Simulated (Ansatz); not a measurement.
# Ru under changes of volume

One of the cells (13.575 Å³/atom); the others are scaled copies at fixed shape and fractional positions:

```
Ru
1.0
     2.70580    0.00000    0.00000
    -1.35290    2.34329    0.00000
     0.00000    0.00000    4.28190
Ru
2
Direct
  0.66667 0.33333 0.75000
  0.33333 0.66667 0.25000
```

| Item | Value |
| --- | --- |
| Program | Ansatz 0.2.0 |
| Functional | PBE |
| Potentials or basis | PseudoDojo standard (PBE files) |
| Cutoff | 1143 eV |
| Density cutoff | 4572 eV |
| k mesh | 11 × 11 × 6 |
| Occupations | fermi-dirac, width 0.05 eV |
| Spin | no spin polarisation |

```tsv
volume (Å³/atom)	energy over the lowest point (meV/atom)	pressure (GPa)
12.760	?	?
13.032	44.53	20.2
13.303	17.36	12.2
13.575	2.98	5.1
13.846	0.00	-1.3
14.118	7.18	-6.9
14.389	23.42	-12.0
```

Question: What does the run at 12.760 Å³/atom give?

Answer: Energy over the lowest point 86.04 meV/atom; pressure 29.1 GPa.

Worked out: A Birch-Murnaghan fit of order 3 (a polynomial in V^(-2/3)) to the other rows has its minimum at 13.79 Å³/atom with B0 = V·E''(V) = 312 GPa and B' = 4.9 at fixed shape and positions, which overstates the stiffness. It gives 86.19 meV/atom at 12.760 Å³/atom, against the run's 86.04, and -dE/dV = 29.1 GPa, against 29.1.

Energies are extrapolated to zero smearing.
